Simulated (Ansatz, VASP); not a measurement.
Ta2N: VASP beside Ansatz

```
CELL_PARAMETERS angstrom
3.06220 0.00000 0.00000
-1.53110 2.65194 0.00000
0.00000 0.00000 4.93464
ATOMIC_POSITIONS crystal
Ta 0.66667 0.33333 0.74332
Ta 0.33333 0.66667 0.25668
N 0.00000 0.00000 0.00000
```

Alike in both runs: functional r2SCAN; k mesh 6 × 6 × 4; occupations gaussian, width 0.1 eV; no spin polarisation.

Ansatz relaxed the structure, and its values are those at the end. VASP's run is a single point on that final structure, the one shown.

|  | VASP | Ansatz |
| --- | --- | --- |
| version | VASP 6.6.1 | Ansatz 0.2.0 |
| potentials or method | VASP PAW PBE potentials, release 64 (Ta_pv, N) | scalar-relativistic, plane waves, PAW |
| plane-wave cutoff (eV) | 520 | 500 |
| valence electrons in the cell | 27 | 31 |

```csv
,VASP,Ansatz,Ansatz less VASP
gap on the k mesh at the Fermi level (eV),none,none,-
pressure (GPa),1.1,-0.1,-1.11
rms of the force components (eV/Å),0.028,0.003,-0.0249
```

A gap of «none» marks a metal or a gap that the smearing closes. With one functional, cell and mesh, what is left measures potentials, basis and numerics. The two sets of potentials don't hold the same shells in valence.

Caveats: the k mesh is coarse (spacing up to 0.39 Å⁻¹), so the values aren't converged; the PAW data sets were made with another functional, which shifts forces and pressure a little (VASP). Spin-orbit coupling is left out, which matters for the levels of Ta.
